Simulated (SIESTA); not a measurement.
# AlN under changes of volume

One of the cells (10.451 Å³/atom); the others are scaled copies at fixed shape and fractional positions:

```
Al N
1.0
     3.11300    0.00000    0.00000
    -1.55650    2.69594    0.00000
     0.00000    0.00000    4.98100
Al N
2 2
Direct
  0.66667 0.33333 0.50000
  0.33333 0.66667 0.00000
  0.66667 0.33333 0.88000
  0.33333 0.66667 0.38000
```

```yaml
Program: SIESTA 5.4.2
Functional: PBEsol
Potentials_or_basis: PseudoDojo 0.4 standard (PBEsol files)
Basis: DZP (energy shift 0.003 Ry)
Grid_cutoff: 800 Ry
Energy_shift: 0.003 Ry
k_mesh: 10 × 10 × 6
Occupations: fermi-dirac, width 0.05 eV
Spin: no spin polarisation
```

```csv
volume (Å³/atom),energy over the lowest point (meV/atom),pressure (GPa),gap on the mesh (eV),largest force (eV/Å)
9.824,34.31,16.3,4.87,0.188
10.033,16.52,11.1,4.67,0.170
10.242,?,?,?,?
10.451,0.00,1.9,4.28,0.136
10.660,0.15,-2.1,4.10,0.121
10.869,5.20,-5.6,3.92,0.106
11.078,14.73,-8.9,3.75,0.092
```

**Question.** What does the run at 10.242 Å³/atom give?

**Answer.** Energy over the lowest point 5.28 meV/atom; pressure 6.3 GPa; gap on the mesh 4.47 eV; largest force 0.153 eV/Å.

Worked out: A Birch-Murnaghan fit of order 3 (a polynomial in V^(-2/3)) to the other rows has its minimum at 10.55 Å³/atom with B0 = V·E''(V) = 200 GPa and B' = 3.8 at fixed shape and positions, which overstates the stiffness. It gives 5.28 meV/atom at 10.242 Å³/atom, against the run's 5.28, and -dE/dV = 6.3 GPa, against 6.3. A straight line through the other rows of the gap, of slope -9.34 eV per unit of ln V (its deformation potential), gives 4.48 eV, against the run's 4.47.

Energies are extrapolated to zero smearing.

Caveats: the basis of atomic orbitals isn't converged, which shifts pressures, moduli and gaps.

A mesh can miss the band edges.
